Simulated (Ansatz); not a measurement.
Evanescent states of GeO₂ (P3_121, 9 atoms a cell, 13.6 Å³ an atom) along the normal of (001)

All values below come from r2SCAN (plane waves, PAW; Ansatz, a first-principles code).

The gap is the functional's own, uncorrected, and κ follows it; spin-orbit coupling is left out. Mid-gap means the computed energy nearest the middle.

Energies count from the valence-band top; κ is the least over a 12×12 mesh across the current.

| E (eV) | κ (1/Å) | where |
|---|---|---|
| 0.10 | 0.200 | off Γ |
| 0.30 | 0.259 | Γ |
| 0.50 | 0.285 | Γ |
| 0.70 | 0.304 | Γ |
| 0.90 | 0.319 | Γ |
| 1.10 | 0.330 | Γ |
| 1.30 | 0.337 | Γ |
| 1.50 | 0.342 | Γ |
| 1.70 | 0.344 | Γ |
| 1.90 | 0.344 | Γ |
| 2.10 | 0.341 | Γ |
| 2.30 | 0.336 | Γ |
| 2.50 | 0.328 | Γ |
| 2.70 | 0.317 | Γ |
| 2.90 | 0.304 | Γ |
| 3.10 | 0.287 | Γ |
| 3.30 | 0.265 | Γ |
| 3.50 | 0.239 | Γ |
| 3.70 | 0.205 | Γ |
| 3.90 | 0.159 | Γ |
| 4.10 | 0.083 | Γ |

Problem. How thick must the barrier be to attenuate the transmission by 10^4 when the electrodes' Fermi level lies at 3.30 eV, and what attenuation does that film give at 2.90 eV?

Solution. d = 4 ln 10 / (2 × 0.265) = 17.4 Å. At 2.90 eV it gives 4 × 0.304/0.265 = 4.6 decades.
